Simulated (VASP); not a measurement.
# Al (Fm-3m) in VASP: a series of runs, part 2 of 2

VASP 6.6.1. The steps go on from the part before.

## Step 3: Single point, LDA (a relaxed cell with its volume scaled by 0.91)

INCAR reads:

```
SYSTEM = Al
  ALGO = Normal
  EDIFF = 1E-7
  ENCUT = 520
  GGA = CA
  ISIF = 2
  ISMEAR = 0
  LASPH = .TRUE.
  LCHARG = .FALSE.
  LREAL = .FALSE.
  LWAVE = .FALSE.
  NELM = 100
  PREC = Accurate
  SIGMA = 0.1
```

KPOINTS reads:

```
k-points
0
G
  18 18 18
  0 0 0
```

POSCAR reads:

```
Al                                      
1.0
    0.0000000000      1.9306877778      1.9306877778
    1.9306877778      0.0000000000      1.9306877778
    1.9306877778      1.9306877778      0.0000000000
  Al            
     1
Direct
     0.0000000000000000    0.0000000000000000    0.0000000000000000
```

Potentials or basis: VASP PAW LDA potentials, release 64 (Al).

Launch:

```bash
$ cat potpaw_LDA.64/Al/POTCAR > POTCAR
$ mpirun -np 1 vasp_std > vasp.out
```

OUTCAR:

```text
SYSTEM = Al
   EDIFF = 1E-7
   ENCUT = 520
   GGA = CA
   ISIF = 2
   ISMEAR = 0
   LASPH = .TRUE.
   LREAL = .FALSE.
   NELM = 100
   PREC = Accurate

 ion  position               nearest neighbor table
   1  0.000  0.000  0.000-

  LATTYP: Found a face centered cubic cell.
 ALAT       =     3.8613755556

  Lattice vectors:

 A1 = (   0.0000000000,   1.9306877778,   1.9306877778)
 A2 = (   1.9306877778,   0.0000000000,   1.9306877778)
 A3 = (   1.9306877778,   1.9306877778,   0.0000000000)

Analysis of symmetry for initial positions (statically):
=====================================================================
 Subroutine PRICEL returns:
 Original cell was already a primitive cell.

 Routine SETGRP: Setting up the symmetry group for a
 face centered cubic supercell.

 Subroutine GETGRP returns: Found 48 space group operations
 (whereof 48 operations were pure point group operations)
 out of a pool of 48 trial point group operations.

The static configuration has the point symmetry O_h .

Analysis of symmetry for dynamics (positions and initial velocities):
=====================================================================
 Subroutine PRICEL returns:
 Original cell was already a primitive cell.

 Routine SETGRP: Setting up the symmetry group for a
 face centered cubic supercell.

 Subroutine GETGRP returns: Found 48 space group operations
 (whereof 48 operations were pure point group operations)
 out of a pool of 48 trial point group operations.

The dynamic configuration has the point symmetry O_h .

 Subroutine INISYM returns: Found 48 space group operations
 (whereof 48 operations are pure point group operations),
 and found     1 'primitive' translations

----------------------------------------------------------------------------------------
[... 101 lines left out ...]
   PSTRESS=    0.0 pullay stress
   NELECT =       3.0000    total number of electrons
   NUPDOWN=      -1.0000    fix difference up-down
   EMIN   =  10.00;   EMAX   =-10.00  energy-range for DOS
   EFERMI =   0.00;   METHOD = LEGACY
   ISMEAR =     0;   SIGMA  =   0.10  broadening in eV -4-tet -1-fermi 0-gaus
   EFERMI_NEDOS =   21; number of points for ismear=-14 and -15
   IALGO  =     38    algorithm
   IMIX   =      4    mixing-type and parameters
     AMIX     =   0.40;   BMIX     =  1.00
     AMIX_MAG =   1.60;   BMIX_MAG =  1.00
  volume/ion in A,a.u.               =      14.39        97.13
  Fermi-wavevector in a.u.,A,eV,Ry     =   0.970644  1.834251 12.818720  0.942149
  Thomas-Fermi vector in A             =   2.100796
   LORBIT       =      0    0 simple, 1 ext, 2 COOP (PROOUT), +10 PAW based schemes
   GGA     = CA    functional components
   LHFCALC =     F    Hartree Fock is set to
   AEXX    =    0.0000 exact exchange contribution
   IVDW    =     0    specifies the selected vdW correction
   LEPSILON=     F    determine dielectric tensor
   LRPA    =     F    only Hartree local field effects (RPA)
 non-spin polarized calculation
 Gauss-broadening in eV      SIGMA  =   0.10
  energy-cutoff  :      520.00
  volume of cell :       14.39
 maximum number of plane-waves:       397
   NGX = 11   NGY = 11   NGZ = 11

 number of electron       3.0000000 magnetization

 Free energy of the ion-electron system (eV)
  ---------------------------------------------------
  ext. energy  EPLUGINS =         0.00000000
  ---------------------------------------------------
  free energy    TOTEN  =        -4.15054774 eV

  energy without entropy =       -4.14809919  energy(sigma->0) =       -4.14932346

 E-fermi :   9.2803     XC(G=0): -10.8586

 val. band max:        9.2586731163   @ k =   0.5000   0.4444   0.0556
 cond. band min:       9.2818897262   @ k =  -0.3333   0.4444   0.1111
 fundamental gap:      0.0232166099
 Fermi energy:         9.2802672235

 k-point     1 :       0.0000    0.0000    0.0000
  band No.  band energies     occupation
      1      -2.7891      2.00000
      2      22.6212      0.00000
      3      22.6212      0.00000
      4      22.6212      0.00000
      5      25.0516      0.00000
[... 177 lines left out ...]
 k-point    24 :      -0.2222    0.0556    0.0000
  band No.  band energies     occupation
      1      -1.0002      2.00000
      2      13.4147      0.00000
      3      19.3675      0.00000
      4      22.3904      0.00000
      5      24.3326      0.00000

 [... further k-points ...]
[... 5 lines left out ...]
  --------------------------------------------------------------------------------------
  -------------------------------------------------------------------------------------
  Total        0.8752106      0.8752106      0.8752106      0.0000000     -0.0000000      0.0000000
  in kB       97.4219937     97.4219937     97.4219937      0.0000000     -0.0000000      0.0000000
  external PRESSURE =      97.4219937 kB  Pullay stress =       0.0000000 kB

 VOLUME and BASIS-vectors are now :
 -----------------------------------------------------------------------------
  energy-cutoff  :      520.00
  volume of cell :       14.39
      direct lattice vectors                 reciprocal lattice vectors
     0.000000000  1.930687778  1.930687778    -0.258975069  0.258975069  0.258975069
     1.930687778  0.000000000  1.930687778     0.258975069 -0.258975069  0.258975069
     1.930687778  1.930687778  0.000000000     0.258975069  0.258975069 -0.258975069

 POSITION                                       TOTAL-FORCE (eV/Angst)
 -----------------------------------------------------------------------------------
      0.00000      0.00000      0.00000        -0.000000      0.000000      0.000000
 -----------------------------------------------------------------------------------
    total drift:                                0.000000      0.000000      0.000000

  FREE ENERGIE OF THE ION-ELECTRON SYSTEM (eV)
  ---------------------------------------------------
  free  energy   TOTEN  =        -4.1505477366 eV

  energy  without entropy=       -4.1480991872  energy(sigma->0) =       -4.14932346
```

OSZICAR:

```text
N       E                     dE             d eps       ncg     rms          rms(c)
DAV:   1    -0.195864622272E+01   -0.19586E+01   -0.88636E+02  2145   0.331E+02
DAV:   2    -0.416651060561E+01   -0.22079E+01   -0.20673E+01  2485   0.320E+01
DAV:   3    -0.418344347028E+01   -0.16933E-01   -0.16886E-01  2530   0.331E+00
DAV:   4    -0.418348196721E+01   -0.38497E-04   -0.38496E-04  2630   0.163E-01
DAV:   5    -0.418348207584E+01   -0.10863E-06   -0.10823E-06  2590   0.632E-03    0.165E+00
DAV:   6    -0.416356043636E+01    0.19922E-01   -0.17809E-03  2250   0.270E-01    0.920E-01
DAV:   7    -0.415057541448E+01    0.12985E-01   -0.45677E-03  2230   0.428E-01    0.192E-01
DAV:   8    -0.415054801331E+01    0.27401E-04   -0.28686E-05  2700   0.527E-02    0.141E-02
DAV:   9    -0.415054773837E+01    0.27494E-06   -0.16968E-07  2460   0.302E-03    0.104E-03
DAV:  10    -0.415054773663E+01    0.17371E-08   -0.21438E-09  1680   0.452E-04
   1 F= -.41505477E+01 E0= -.41493235E+01  d E =-.244855E-02
```

Run time: 3.8 s. Hardware: 1 thread of Intel Xeon 6975P-C (Granite Rapids), shared host; peak memory 0.12 GiB.

Results:

- Free energy: -4.1505 eV
- Pressure: 9.7 GPa
- Band gap on the k mesh: none (metal or under the smearing width)

Levels at points of the mesh, in eV from the Fermi level:
| k point | band 1 | band 2 | band 3 | band 4 |
| --- | --- | --- | --- | --- |
| (0.00, 0.00, 0.00) | -12.07 | 13.34 | 13.34 | 13.34 |
| (0.50, 0.00, 0.00) | -5.10 | -4.58 | 12.08 | 12.08 |
| (0.50, 0.50, 0.00) | -3.23 | -1.66 | 5.32 | 6.21 |

## Step 4: Single point, LDA (a relaxed cell with its volume scaled by 1.09)

INCAR is that of step 3.

KPOINTS is that of step 3.

POSCAR reads:

```
Al                                      
1.0
    0.0000000000      2.0504086052      2.0504086052
    2.0504086052      0.0000000000      2.0504086052
    2.0504086052      2.0504086052      0.0000000000
  Al            
     1
Direct
     0.0000000000000000    0.0000000000000000    0.0000000000000000
```

Potentials or basis: VASP PAW LDA potentials, release 64 (Al).

Launch:

```bash
$ cat potpaw_LDA.64/Al/POTCAR > POTCAR
$ mpirun -np 1 vasp_std > vasp.out
```

OUTCAR:

```text
SYSTEM = Al
   EDIFF = 1E-7
   ENCUT = 520
   GGA = CA
   ISIF = 2
   ISMEAR = 0
   LASPH = .TRUE.
   LREAL = .FALSE.
   NELM = 100
   PREC = Accurate

 ion  position               nearest neighbor table
   1  0.000  0.000  0.000-

  LATTYP: Found a face centered cubic cell.
 ALAT       =     4.1008172104

  Lattice vectors:

 A1 = (   0.0000000000,   2.0504086052,   2.0504086052)
 A2 = (   2.0504086052,   0.0000000000,   2.0504086052)
 A3 = (   2.0504086052,   2.0504086052,   0.0000000000)

[... 186 lines left out ...]
      4      19.6801      0.00000
      5      20.6710      0.00000
[... 177 lines left out ...]
 k-point    24 :      -0.2222    0.0556    0.0000
  band No.  band energies     occupation
      1      -1.8676      2.00000
      2      11.0685      0.00000
      3      16.2800      0.00000
      4      19.0040      0.00000
      5      20.7444      0.00000

 [... further k-points ...]
[... 5 lines left out ...]
  --------------------------------------------------------------------------------------
  -------------------------------------------------------------------------------------
  Total       -0.6382394     -0.6382394     -0.6382394      0.0000000      0.0000000      0.0000000
  in kB      -59.3120566    -59.3120566    -59.3120566      0.0000000      0.0000000      0.0000000
  external PRESSURE =     -59.3120566 kB  Pullay stress =       0.0000000 kB

 VOLUME and BASIS-vectors are now :
 -----------------------------------------------------------------------------
  energy-cutoff  :      520.00
  volume of cell :       17.24
      direct lattice vectors                 reciprocal lattice vectors
     0.000000000  2.050408605  2.050408605    -0.243853834  0.243853834  0.243853834
     2.050408605  0.000000000  2.050408605     0.243853834 -0.243853834  0.243853834
     2.050408605  2.050408605  0.000000000     0.243853834  0.243853834 -0.243853834

 POSITION                                       TOTAL-FORCE (eV/Angst)
 -----------------------------------------------------------------------------------
      0.00000      0.00000      0.00000         0.000000      0.000000     -0.000000
 -----------------------------------------------------------------------------------
    total drift:                               -0.000000      0.000000      0.000000

  FREE ENERGIE OF THE ION-ELECTRON SYSTEM (eV)
  ---------------------------------------------------
  free  energy   TOTEN  =        -4.1618944827 eV

  energy  without entropy=       -4.1595236411  energy(sigma->0) =       -4.16070906
```

OSZICAR:

```text
N       E                     dE             d eps       ncg     rms          rms(c)
DAV:   1    -0.220823414794E+01   -0.22082E+01   -0.84876E+02  2105   0.329E+02
DAV:   2    -0.417022750747E+01   -0.19620E+01   -0.18830E+01  2430   0.294E+01
DAV:   3    -0.418997583855E+01   -0.19748E-01   -0.19624E-01  2675   0.334E+00
DAV:   4    -0.419002046900E+01   -0.44630E-04   -0.44631E-04  2545   0.155E-01
DAV:   5    -0.419002062487E+01   -0.15587E-06   -0.15552E-06  2700   0.748E-03    0.128E+00
DAV:   6    -0.417288946698E+01    0.17131E-01   -0.29703E-03  2280   0.341E-01    0.725E-01
DAV:   7    -0.416191672677E+01    0.10973E-01   -0.73701E-03  2260   0.527E-01    0.150E-01
DAV:   8    -0.416189467669E+01    0.22050E-04   -0.33092E-05  2565   0.596E-02    0.130E-02
DAV:   9    -0.416189451999E+01    0.15671E-06   -0.25820E-07  2580   0.348E-03    0.135E-03
DAV:  10    -0.416189448273E+01    0.37252E-07   -0.49588E-09  1740   0.696E-04
   1 F= -.41618945E+01 E0= -.41607091E+01  d E =-.237084E-02
```

stdout:

```text
POSCAR found type information on POSCAR Al
 POSCAR found :  1 types and       1 ions
 scaLAPACK will be used
 LDA part: xc-table for (Slater(with rela. corr.)+CA(PZ))
 , standard interpolation
 POSCAR, INCAR and KPOINTS ok, starting setup
 FFT: planning ... GRIDC
 FFT: planning ... GRID_SOFT
 FFT: planning ... GRID
 WAVECAR not read
 entering main loop
```

It took 4.1 s on 1 thread of Intel Xeon 6975P-C (Granite Rapids), shared host; peak memory 0.13 GiB.

Results:

```yaml
Free_energy: -4.1619 eV
Pressure: -5.9 GPa
Band_gap_on_the_k_mesh: none (metal or under the smearing width)
```

Levels at points of the mesh, in eV from the Fermi level:
| k point | band 1 | band 2 | band 3 | band 4 | band 5 |
| --- | --- | --- | --- | --- | --- |
| (0.00, 0.00, 0.00) | -10.79 | 12.35 | 12.35 | 12.35 | 13.34 |
| (0.50, 0.00, 0.00) | -4.37 | -4.33 | 10.79 | 10.79 | 11.25 |
| (0.50, 0.50, 0.00) | -2.78 | -1.61 | 5.30 | 5.34 | 5.34 |

## Step 5: The runs side by side

```csv
cell,gap on the mesh (eV),pressure (GPa)
a relaxed cell with its volume scaled by 1.06,none,-4.2
a relaxed cell with its volume scaled by 0.91,none,9.7
a relaxed cell with its volume scaled by 1.09,none,-5.9
```

Alike in all rows: task single point; level LDA; potentials or basis VASP PAW LDA potentials, release 64 (Al); no spin polarisation; k mesh 18 × 18 × 18; cutoff (eV) 520; smearing gaussian 0.1 eV.

Total energies depend on the potentials used, so only differences within one code and one set of settings carry meaning.
